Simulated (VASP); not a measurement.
Input of a VASP 6.6.1 run:

File POSCAR:

```
KBr                                     
1.0
    0.0000000000      3.2798924861      3.2798924861
    3.2798924861      0.0000000000      3.2798924861
    3.2798924861      3.2798924861      0.0000000000
  K               Br            
     1     1
Direct
     0.0000000000000000    0.0000000000000000    0.0000000000000000
     0.5000000000000000    0.5000000000000000    0.5000000000000000
```

File INCAR.step1:

```
SYSTEM = KBr
PREC = Accurate
ENCUT = 520
EDIFF = 1E-5
ISMEAR = 0
SIGMA = 0.03
LREAL = .FALSE.
LASPH = .TRUE.
NELM = 80
ALGO = Normal
ISIF = 2
LWAVE = .TRUE.
LCHARG = .FALSE.
KPAR = 4
GGA = PE
```

The input INCAR.step2:

```
SYSTEM = KBr
PREC = Accurate
ENCUT = 520
EDIFF = 1E-6
ISMEAR = 0
SIGMA = 0.03
LREAL = .FALSE.
LASPH = .TRUE.
NELM = 80
ALGO = Normal
ISIF = 2
LWAVE = .FALSE.
LCHARG = .FALSE.
GGA = PE
LHFCALC = .TRUE.
HFSCREEN = 0.2
PRECFOCK = Fast
KPAR = 4
ISTART = 1
```

The input KPOINTS:

```
Automatic mesh
0
G
  4 4 4
  0 0 0
```

The input KPOINTS_OPT:

```
explicit points
6
Reciprocal
 0.0000000000  0.0000000000  0.0000000000 1
 0.3750000000  0.3750000000  0.7500000000 1
 0.5000000000  0.5000000000  0.5000000000 1
 0.6250000000  0.2500000000  0.6250000000 1
 0.5000000000  0.2500000000  0.7500000000 1
 0.5000000000  0.0000000000  0.5000000000 1
```

Potentials or basis: VASP PAW PBE potentials, release 64 (K_sv, Br).

Command:

```console
$ cat potpaw_PBE.64/K_sv/POTCAR potpaw_PBE.64/Br/POTCAR > POTCAR
$ cp INCAR.step1 INCAR
$ mpirun -np 4 vasp_std > vasp.out
$ cp INCAR.step2 INCAR
$ mpirun -np 4 vasp_std > vasp.out
```

Q: Predict the band gap on the k mesh.

A: 5.68 eV, direct.

Q: What does it give for the pressure?

A: 0.8 GPa.

Caveat: the PAW data sets were made with another functional, which shifts forces and pressure a little.
